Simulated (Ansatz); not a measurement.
An Ansatz (a quantum-chemistry and plane-wave program) run: InCuS2 with a change (Cu vacancy); Kohn–Sham DFT with the PBE functional, run in Ansatz with PAW and 420 eV plane waves, no spin-orbit coupling.

Input:

Ansatz 0.2 input:
```yaml
crystal:
  lattice:
    - [-2.7885025792, 2.7885025792, 5.6171872991]
    - [2.7885025792, -2.7885025792, 5.6171872991]
    - [11.1540103168, 5.5770051584, 0]
  atoms:
    - { symbol: Cu, position: [0.2464415169, 0.2525047597, 0.5005467963] }
    - { symbol: Cu, position: [0.9177424207, 0.5883103505, 0.8342056031] }
    - { symbol: Cu, position: [0.0019566997, -0.0013974168, 0.0011833674] }
    - { symbol: Cu, position: [0.6657268942, 0.3322346615, 0.3362371181] }
    - { symbol: Cu, position: [0.3387028982, 0.6663170862, 0.6667806759] }
    - { symbol: In, position: [0.0843063118, 0.4188691435, 0.1656216815] }
    - { symbol: In, position: [0.7480702386, 0.7520486301, 0.5019937199] }
    - { symbol: In, position: [0.4116399812, 0.0804653473, 0.8331311269] }
    - { symbol: In, position: [0.5013633324, 0.5025470178, -0.000186569] }
    - { symbol: In, position: [0.1640377699, 0.830547875, 0.3321428761] }
    - { symbol: In, position: [0.8334894783, 0.1683516984, 0.6645499154] }
    - { symbol: S, position: [0.9417170564, 0.8109038057, 0.15413637] }
    - { symbol: S, position: [0.6042916594, 0.1472231505, 0.4887722384] }
    - { symbol: S, position: [0.2735153725, 0.478342295, 0.8235410174] }
    - { symbol: S, position: [0.4799874811, 0.2718233347, 0.1759110972] }
    - { symbol: S, position: [0.1458204329, 0.6027492631, 0.5108041062] }
    - { symbol: S, position: [0.815030067, 0.9331139291, 0.8411912915] }
    - { symbol: S, position: [0.3624663821, 0.8828725233, 0.0084493241] }
    - { symbol: S, position: [0.0281103837, 0.2183131637, 0.3436049289] }
    - { symbol: S, position: [0.6932881279, 0.5604968544, 0.6770585395] }
    - { symbol: S, position: [0.5514252703, 0.7008675799, 0.3239095243] }
    - { symbol: S, position: [0.2213801933, 0.0264773168, 0.6561696297] }
    - { symbol: S, position: [0.8854619463, 0.3665275261, 0.9900562326] }
basis: { ecutwfc: 420, ecutrho_ratio: 4, xc_grid: 2, fft_grid_basis: typed }
kpoints: { mp_grid: { grid: [4, 4, 4] } }
hamiltonian:
  xc: pbe
  dispersion: none
  pseudopotentials: { kind: paw }
scf: { occupations: { method: fermi_dirac, width: 0.05 }, convergence: { dr2_threshold: 0.0000000023 } }
relax: { f_tol: 0.02, max_steps: 45 }
output: { forces: true, stress: true }
checkpoint: { write: state.ck, write_every: 1000 }
```

Output (explanatory and most iteration lines left out):

```
Relaxation: its limit of steps is 45 (relax.max_steps)
Pseudopotential: Cu, paw, valence charge 19
Pseudopotential: In, paw, valence charge 13
Pseudopotential: S, paw, valence charge 6
Crystal: 23 atoms, lattice volume = 524.134 Å³
Basis set: ecut = 420 eV, 10261 PW (Γ), exchange–correlation on 96×96×180 points (8 copies of the dense FFT grid, shifted against one another)
Bands: 147, of which v1, the nominal top of the filled ones, is band 123 counted from 1 (122 counted from 0)
Symmetry: 1 space group operations
Space group: P1 (ITA 1), of the structure as read, at distance tolerance 8.1e-5 Å
k-points: 36 of 64 (time reversal used)
Functional: x = pbe(κ = 0.804, μ = 0.2195149727645171), c = pbe(β = 0.06672455060314922)
SCF iter   1: F=—  HF=-77548.585643 eV  |F-HF|=—  |Δ(HF+E_count)|=         —  Δρ=2.76e-3  dr2=3.84e-2  ethr=1.77e-3  ⟨swp⟩=6.0  Hψ=20164  notcnv=0  defer=207
SCF iter   2: F=—  HF=-77548.585376 eV  |F-HF|=—  |Δ(HF+E_count)|=   2.67e-4  Δρ=1.04e-3  dr2=7.56e-3  ethr=1.57e-5  ⟨swp⟩=2.2  Hψ=9657  notcnv=0  defer=459
SCF 1 converged in 14 iterations: F = -77548.584167 eV  dr2 = 8.04e-10
relax step   1: F+E_penalty+E_count = -77548.58416711 eV  Δ(F+E_penalty+E_count) = +0.000e0 eV  max|allowed force component| = 5.622e-1 eV/Å  Δτ_max = 0.0000 Å  (14 SCF iters, accepted)
Crystal: 23 atoms, lattice volume = 524.134 Å³
SCF iter   1: F=—  HF=-77548.730228 eV  |F-HF|=—  |Δ(HF+E_count)|=         —  Δρ=4.30e-3  dr2=5.78e-2  ethr=2.41e-5  ⟨swp⟩=1.7  Hψ=16924  notcnv=0  defer=623
SCF iter   2: F=—  HF=-77548.730263 eV  |F-HF|=—  |Δ(HF+E_count)|=   3.54e-5  Δρ=2.47e-3  dr2=5.13e-2  ethr=2.36e-5  ⟨swp⟩=2.0  Hψ=8619  notcnv=0  defer=623
SCF 2 converged in 13 iterations: F = -77548.712347 eV  dr2 = 1.67e-9
relax step   2: F+E_penalty+E_count = -77548.71234698 eV  Δ(F+E_penalty+E_count) = -1.282e-1 eV  max|allowed force component| = 2.153e-1 eV/Å  Δτ_max = 0.0793 Å  (13 SCF iters, accepted)
Crystal: 23 atoms, lattice volume = 524.134 Å³
SCF iter   1: F=—  HF=-77548.732573 eV  |F-HF|=—  |Δ(HF+E_count)|=         —  Δρ=5.44e-3  dr2=6.84e-2  ethr=3.20e-4  ⟨swp⟩=5.1  Hψ=12756  notcnv=0  defer=626
SCF iter   2: F=—  HF=-77548.725881 eV  |F-HF|=—  |Δ(HF+E_count)|=   6.69e-3  Δρ=1.68e-3  dr2=2.33e-2  ethr=2.79e-5  ⟨swp⟩=2.0  Hψ=10678  notcnv=0  defer=626
SCF 3 converged in 13 iterations: F = -77548.718507 eV  dr2 = 1.85e-9
relax step   3: F+E_penalty+E_count = -77548.71850726 eV  Δ(F+E_penalty+E_count) = -6.160e-3 eV  max|allowed force component| = 1.100e-1 eV/Å  Δτ_max = 0.1390 Å  (13 SCF iters, accepted)
Crystal: 23 atoms, lattice volume = 524.134 Å³
SCF iter   1: F=—  HF=-77548.744073 eV  |F-HF|=—  |Δ(HF+E_count)|=         —  Δρ=3.03e-3  dr2=2.12e-2  ethr=1.07e-4  ⟨swp⟩=4.7  Hψ=11722  notcnv=0  defer=620
SCF iter   2: F=—  HF=-77548.742061 eV  |F-HF|=—  |Δ(HF+E_count)|=   2.01e-3  Δρ=1.02e-3  dr2=8.96e-3  ethr=8.65e-6  ⟨swp⟩=2.0  Hψ=10002  notcnv=0  defer=620
SCF 4 converged in 13 iterations: F = -77548.739144 eV  dr2 = 3.82e-10
relax step   4: F+E_penalty+E_count = -77548.73914377 eV  Δ(F+E_penalty+E_count) = -2.064e-2 eV  max|allowed force component| = 1.106e-2 eV/Å  Δτ_max = 0.0751 Å  (13 SCF iters, accepted)
SCF converged after 13 iterations
Free energy (F): -77548.739144 eV
Internal energy: -77548.668535 eV  (E = F + TS)
E sigma→0 (E₀):  -77548.703839 eV
Entropy (-TS):   -0.070609 eV (-3.070 meV/atom)
[...]
  atom  19  S      0.00129541    -0.00270344     0.00167935
  atom  20  S     -0.00283627    -0.00182467     0.00228870
  atom  21  S      0.00273647     0.00337638    -0.00033793
  atom  22  S      0.00077546     0.00177085    -0.00003630
  atom  23  S     -0.00078824     0.00142008     0.00437995
--- Stress (GPa, compression-positive) ---
       -0.505875       0.031524      -0.001101
        0.031524      -0.496944       0.001328
       -0.001101       0.001328      -0.468783
  P = ⅓ Tr σ = -0.4905 GPa (-4.905 kbar)
--- Relaxed structure (4 steps of the walk, 4 accepted, 0 SCFs on fresh bases) ---
  atoms:
    - { symbol: Cu, position: [0.24755149292121603, 0.253242354132452, 0.49645493513282535] }
    - { symbol: Cu, position: [0.9195685749415977, 0.5809454019785666, 0.8366212691962497] }
    - { symbol: Cu, position: [0.005569139054049748, -0.006408510971136231, 0.0032837497771797484] }
    - { symbol: Cu, position: [0.6598585380891577, 0.33939911974947023, 0.32949843638861864] }
    - { symbol: Cu, position: [0.3334091256959394, 0.6671419091776881, 0.6665133836722645] }
    - { symbol: In, position: [0.09064223125550355, 0.42436176816347193, 0.16652505633001222] }
    - { symbol: In, position: [0.7466818848860832, 0.7470944912092352, 0.4978233030704571] }
    - { symbol: In, position: [0.413348558323856, 0.08052504562000853, 0.8352503070454855] }
    - { symbol: In, position: [0.4982009653573423, 0.5045000384398585, 0.004241839979741211] }
    - { symbol: In, position: [0.17079442724172778, 0.8319016684934507, 0.32886180075159926] }
    - { symbol: In, position: [0.8318914480626749, 0.16535893621304104, 0.6665258390128147] }
    - { symbol: S, position: [0.9360197003556331, 0.8134854214469335, 0.1572182913948186] }
    - { symbol: S, position: [0.6049627165965347, 0.1440165355109684, 0.48932936142950584] }
    - { symbol: S, position: [0.273838696928029, 0.47784721919630335, 0.8238253408968772] }
    - { symbol: S, position: [0.47976681739437155, 0.26948013506082646, 0.1757745215139003] }
    - { symbol: S, position: [0.1440466259873485, 0.6075541135178645, 0.5092472741911975] }
    - { symbol: S, position: [0.8102321602829446, 0.93846791622874, 0.8436370968801605] }
    - { symbol: S, position: [0.36369840780983664, 0.8871521080633027, 0.008550424193375719] }
    - { symbol: S, position: [0.030270954505187728, 0.21877491654058878, 0.3411929988775416] }
    - { symbol: S, position: [0.7001937665174688, 0.5504935567908068, 0.6785344838650025] }
    - { symbol: S, position: [0.5534049035934654, 0.6974193086449736, 0.32447776286693086] }
    - { symbol: S, position: [0.21698135517138833, 0.033935807342721, 0.6545324633652734] }
    - { symbol: S, position: [0.8850394238286433, 0.3638206349498644, 0.9918906715681677] }
```

The cell is small, so the values are those of an ordered compound at a high defect concentration; dilute-limit values will differ. The mesh was chosen for an insulator and is coarse for the gapless case. All final runs are without spin polarisation. The cell was made from InCuS2 in the chalcopyrite structure (space group I-42d, No. 122) by this change: Cu vacancy. The defect cell is not spin-polarised.
